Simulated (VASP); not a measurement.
Bi under changes of volume

One of the cells (34.809 Å³/atom); the others are scaled copies at fixed shape and fractional positions:

```
Bi
1.0
     2.26425    1.30727    3.91992
    -2.26425    1.30727    3.91992
     0.00000   -2.61454    3.91992
Bi
2
Direct
  0.76441 0.76441 0.76441
  0.23559 0.23559 0.23559
```

- Program: VASP 6.6.1
- Functional: PBE
- Dispersion: D3(BJ)
- Potentials or basis: VASP PAW PBE potentials, release 64 (Bi_d)
- Cutoff: 520 eV
- k mesh: 6 × 6 × 6
- Occupations: gaussian, width 0.02 eV
- Spin: no spin polarisation

```tsv
volume (Å³/atom)	energy over the lowest point (meV/atom)	pressure (GPa)	largest force (eV/Å)
33.416	?	?	?
34.113	2.36	1.0	0.076
34.809	0.00	0.0	0.008
35.505	1.99	-1.0	0.086
36.201	7.87	-1.8	0.159
```

Q: What does the run at 33.416 Å³/atom give?

A: Energy over the lowest point 9.59 meV/atom; pressure 2.2 GPa; largest force 0.166 eV/Å.

Worked out: A Birch-Murnaghan fit of order 2 (a polynomial in V^(-2/3)) to the other rows has its minimum at 34.83 Å³/atom with B0 = V·E''(V) = 50 GPa at fixed shape and positions, which overstates the stiffness. It gives 9.50 meV/atom at 33.416 Å³/atom, against the run's 9.59, and -dE/dV = 2.2 GPa, against 2.2.

Energies are extrapolated to zero smearing.

Caveats: pairwise dispersion overbinds metals, which lowers pressure and volume.
